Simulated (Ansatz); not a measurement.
A run of Ansatz 0.2.0:

Contents of input.yaml:

```yaml
crystal:
  lattice:
    - [4.37464, 0.0, 0.0]
    - [-2.18732, 3.78855, 0.0]
    - [0.0, 0.0, 2.56101]
  atoms:
    - { symbol: Ti, position: [0.0, 0.0, 0.0] }
    - { symbol: Si, position: [0.33333, 0.66667, 0.5] }
    - { symbol: Si, position: [0.66667, 0.33333, 0.5] }
kpoints:
  mp_grid: { grid: [5, 5, 8] }
scf:
  occupations: { method: fermi_dirac, width: 0.05 }
hamiltonian:
  xc: pbe
  pseudopotentials: { kind: all_electron, lapw: { basis_error: 0.002 } }
output:
  forces: true
  stress: true
elastic:
  mode: clamped_ion
  stencil: two_point
```

Potentials or basis: all-electron LAPW, scalar-relativistic.

Launch:

```console
$ ansatz run input.yaml --threads 2 --pin off --max-ram 6144MiB --backend cpu --events-out ev --progress --plain --runs-dir out
```

Hardware: 2 threads of AMD EPYC 7R43 64-Core Processor (Zen 3) (shared host).

Problem. How long does it take, and how much memory?

Solution. It took 56 s on 2 threads of AMD EPYC 7R43 64-Core Processor (Zen 3), with other jobs on the host, peak memory 0.4 GiB. Counts: scf iterations 59, plane waves 421, k points 25, bands 22.
